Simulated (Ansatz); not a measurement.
Rock-salt NaBr, treated with B3LYP (VWN-RPA form) (plane waves, PAW; Ansatz, a first-principles code).

Run with plane-wave cutoff 460 eV, 8×8×8 k mesh, Fermi–Dirac smearing 0.01 eV, scalar-relativistic PAW data made under PBE.

Cell (measured lattice):

NaBr has the cubic space group Fm-3m (No. 225), the rock salt structure, Pearson symbol cF8. Lattice parameters: a = b = c = 5.9730 Å, α = β = γ = 90.00°. Na on 4a is coordinated by 6 Br at 2.986 Å (octahedral). Br on 4b has 6 Na at 2.986 Å (octahedral). (Neighbours: up to the widest gap in distance over summed covalent radii, below 1.35, at either atom; cation-cation and far metal-metal contacts left out.)
(The calculation used a cell of 2 atoms; values per cell refer to that cell.)

Predict the band gap and width of the whole s-p valence band.


- band gap = 5.70 eV (on the SCF k mesh) (direct)
- width of the whole s-p valence band = 13.74 eV

Measured, for comparison: band gap 7.1 eV (temperature not stated, not corrected to a static lattice; as tabulated in Aguado et al. (1998), arXiv:cond-mat/9809176).

Note: cell and atoms aren't relaxed at this level (pressure 0.9 GPa).

Spin–orbit coupling is not included.

The computed numbers hold no vibrational or temperature effects.
